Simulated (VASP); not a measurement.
The system is SnO.

```
Sn O
1.0
     3.35500    0.00000    0.00000
     0.00000    5.67410    0.00000
     0.00000    0.00000    4.22197
Sn O
2 2
Direct
  0.00000 0.23191 0.51314
  0.50000 0.76809 0.01314
  0.00000 0.89125 0.73686
  0.50000 0.10875 0.23686
```

The cell comes from a database or a generator and needn't be the stable form of this composition.

- Program: VASP 6.6.1
- Task: relaxation of cell and atoms
- Functional: PBE
- Dispersion: D3(BJ)
- Potentials or basis: VASP PAW PBE potentials, release 64 (Sn_d, O)
- Cutoff: 600 eV
- k mesh: 8 × 6 × 6
- Occupations: gaussian, width 0.02 eV
- Spin: no spin polarisation

At the start: pressure -1.2 GPa; volume 20.09 Å³/atom.

Question: Where does the relaxation end?

Answer: Over 47 steps the energy falls by 6.1 meV/atom and the volume is 18.50 Å³/atom (-7.9 %); space group Pmn2_1 (No. 31, to 0.05 Å).

Step by step:
```
step  energy change (eV)  largest force (eV/Å)  pressure (GPa)  volume (Å³)
   1              0.0000                0.0657           -1.15        80.37
   3             -0.0044                0.1811            0.01        79.23
   5             -0.0095                0.0735           -0.06        78.00
   7             -0.0112                0.0685           -0.06        77.57
   9             -0.0127                0.1722           -0.09        75.18
  11             -0.0156                0.0614            0.11        75.77
  13             -0.0170                0.0545           -0.08        75.46
  15             -0.0180                0.0908           -0.41        75.27
  17             -0.0212                0.0740           -0.31        74.28
  19             -0.0215                0.0664           -0.25        73.98
  21             -0.0221                0.0366            0.18        73.79
  23             -0.0232                0.0491           -0.01        74.04
  25             -0.0235                0.0263            0.05        74.14
  27             -0.0239                0.0213           -0.06        74.41
  29             -0.0240                0.0115           -0.01        74.49
  31             -0.0241                0.0127           -0.03        74.50
  33             -0.0241                0.0274           -0.25        74.51
  35             -0.0242                0.0128           -0.13        74.48
  37             -0.0243                0.0247            0.02        74.30
  39             -0.0243                0.0227            0.00        74.31
  41             -0.0243                0.0090           -0.05        74.25
  43             -0.0244                0.0086           -0.02        74.17
  45             -0.0244                0.0059            0.00        74.05
  47             -0.0244                0.0026            0.00        74.01
```

Final structure:
```xyz
4
Lattice="3.3493 0.0000 0.0000 0.0000 5.7248 0.0000 0.0000 0.0000 3.8599" Properties=species:S:1:pos:R:3 pbc="T T T"
Sn    0.0000    1.3495    2.0490
Sn    1.6747    4.3753    0.1191
O     0.0000    5.0475    2.7758
O     1.6747    0.6774    0.8459
```
